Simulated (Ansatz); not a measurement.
Input and command of a calculation in Ansatz (plane waves; scalar-relativistic PAW potentials unless the input names others):

```yaml
crystal:
  lattice:
    - [0.0, 2.9087677353, 2.9087677353]
    - [2.9087677353, 0.0, 2.9087677353]
    - [2.9087677353, 2.9087677353, 0.0]
  atoms:
    - { symbol: Li, position: [0.25, 0.25, 0.25] }
    - { symbol: Li, position: [0.75, 0.75, 0.75] }
    - { symbol: S, position: [0.0, 0.0, 0.0] }
basis:
  ecutwfc: 420
  xc_grid: 2
kpoints:
  mp_grid: { grid: [8, 8, 8] }
hamiltonian:
  xc: pbe
scf:
  occupations: { method: gaussian, width: 0.02 }
output:
  forces: true
  eigenvalues: true
  stress: true
```

```bash
ansatz run input.yaml --threads 1 --pin off --max-ram 2560MiB --backend cpu --events-out ev --progress --plain --runs-dir out
```

Abridged log:
```
Basis set: ecut = 420 eV, 941 PW (Γ), exchange–correlation on 60×60×60 points (8 copies of the dense FFT grid, shifted against one another)
Bands: 10, of which v1, the nominal top of the filled ones, is band 6 counted from 1 (5 counted from 0)
Symmetry: 48 space group operations
k-points: 29 of 512
SCF iter   1: F=—  HF=-1315.487104 eV  |F-HF|=—  |Δ(HF+E_count)|=         —  Δρ=3.50e-4  dr2=6.84e-5  ethr=1.77e-3  ⟨swp⟩=5.3  Hψ=1807  notcnv=0
SCF iter   2: F=—  HF=-1315.487001 eV  |F-HF|=—  |Δ(HF+E_count)|=   1.03e-4  Δρ=3.35e-4  dr2=9.33e-5  ethr=5.70e-7  ⟨swp⟩=2.2  Hψ=753  notcnv=0
SCF iter   3: F=—  HF=-1315.486988 eV  |F-HF|=—  |Δ(HF+E_count)|=   1.27e-5  Δρ=1.52e-4  dr2=1.67e-5  ethr=5.70e-7  ⟨swp⟩=2.2  Hψ=375  notcnv=0
SCF iter   4: F=—  HF=-1315.487002 eV  |F-HF|=—  |Δ(HF+E_count)|=   1.35e-5  Δρ=6.83e-5  dr2=3.82e-6  ethr=1.39e-7  ⟨swp⟩=2.0  Hψ=406  notcnv=0
SCF iter   5: F=—  HF=-1315.487001 eV  |F-HF|=—  |Δ(HF+E_count)|=   9.67e-7  Δρ=3.05e-5  dr2=7.60e-7  ethr=3.18e-8  ⟨swp⟩=1.9  Hψ=366  notcnv=0
SCF iter   6: F=-1315.487001 eV  HF=-1315.487001 eV  |F-HF|=5.48e-8  |Δ(HF+E_count)|=   2.19e-7  Δρ=9.37e-6  dr2=7.20e-8  ethr=8.33e-10  ⟨swp⟩=2.3  Hψ=1001  notcnv=0
SCF 1 converged in 6 iterations: F = -1315.487001 eV  dr2 = 7.20e-8
SCF converged after 6 iterations
Free energy (F): -1315.487001 eV
Harris-Foulkes:  -1315.487001 eV  (|F-HF|=5.48e-8)
Internal energy: -1315.487001 eV  (E = F + TS)
E sigma→0 (E₀):  -1315.487001 eV
Fermi energy:    3.632035 eV
--- Forces (eV/Å), atoms counted from 1 ---
  atom   1  Li     0.00000000     0.00000000     0.00000000
  atom   2  Li     0.00000000     0.00000000     0.00000000
  atom   3  S      0.00000000     0.00000000     0.00000000
--- Stress (GPa, compression-positive) ---
       -2.116586       0.000000       0.000000
        0.000000      -2.116586       0.000000
        0.000000       0.000000      -2.116586
  P = ⅓ Tr σ = -2.1166 GPa (-21.166 kbar)
```

Apart from outputs and empty bands, the input differs from a reference run on usual settings in basis.xc_grid: not typed → 2. The reference, at the same geometry (not necessarily relaxed), gave pressure -2.12 GPa, largest force 0.000 eV/Å, gap on the mesh 3.42 eV. This run converged in 6 SCF iterations (reference: 6) with an energy at zero smearing within 0.01 meV/atom of the reference's, pressure -2.12 GPa, largest force 0.000 eV/Å, gap on the mesh 3.42 eV.

Time: 0.82 s on 1 thread of Arm Neoverse V2 (shared host), peak memory 0.28 GiB.